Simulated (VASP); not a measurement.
Set up this calculation in VASP 6.6.1, as the native input.

* Task: relaxation of cell and atoms
* Functional: PBEsol
* Potentials or basis: VASP PAW PBE potentials, release 64 (Se)
* Cutoff: 600 eV
* k mesh: 20 × 20 × 20
* Occupations: gaussian, width 0.1 eV
* Spin: no spin polarisation
* Target pressure: 125 GPa
* Dipole correction: no
* Further INCAR settings: ALGO = Normal; EDIFF = 1e-06; IBRION = 2; EDIFFG = -0.002; NSW = 100; ISIF = 3
* Target pressure: 125 GPa

The structure of Se lies in POSCAR:

```
Se
1.0
   -1.4339999283      1.4339999283      1.4339999283
    1.4339999283     -1.4339999283      1.4339999283
    1.4339999283      1.4339999283     -1.4339999283
Se
1
Direct
    0.0000000000      0.0000000000      0.0000000000
```

This isn't the form of Se at room conditions, which is trigonal, of chains.

The input as run:

INCAR

```
SYSTEM = Se
PREC = Accurate
ENCUT = 600
EDIFF = 1E-6
ISMEAR = 0
SIGMA = 0.1
LREAL = .False.
LASPH = .True.
NELM = 100
ALGO = Normal
ISIF = 3
LWAVE = .False.
LCHARG = .False.
GGA = PS
IBRION = 2
NSW = 100
EDIFFG = -0.002
PSTRESS = 1250.0
```

KPOINTS

```
regular mesh
0
Gamma
  20 20 20
  0 0 0
```

Potentials or basis: VASP PAW PBE potentials, release 64 (Se).

Run with:

```bash
$ cat potpaw_PBE.64/Se/POTCAR > POTCAR
$ mpirun -np 1 vasp_std > vasp.out
```

It gave:

The relaxed volume is 11.81 Å³/atom and the relaxed cell is a = 2.485 Å, b = 2.485 Å, c = 2.485 Å, α = 109.47°, β = 109.47°, γ = 109.47°. The space group after relaxing (to 0.05 Å) is Im-3m (No. 229). The energy change on relaxing (the enthalpy is what falls) is -12.0 meV/atom. The ionic steps are 3, the pressure after relaxing is 125.0 GPa and the band gap on the k mesh is none (metal or under the smearing width).

Caveat: the cell is relaxed towards a set pressure, so the enthalpy falls and the energy may rise; the PAW data sets were made with another functional, which shifts forces and pressure a little.

Wall time 33 s on 1 thread of Intel(R) Xeon(R) Platinum 8259CL CPU @ 2.50GHz (Skylake/Cascade Lake) (shared host), peak memory 0.15 GiB.
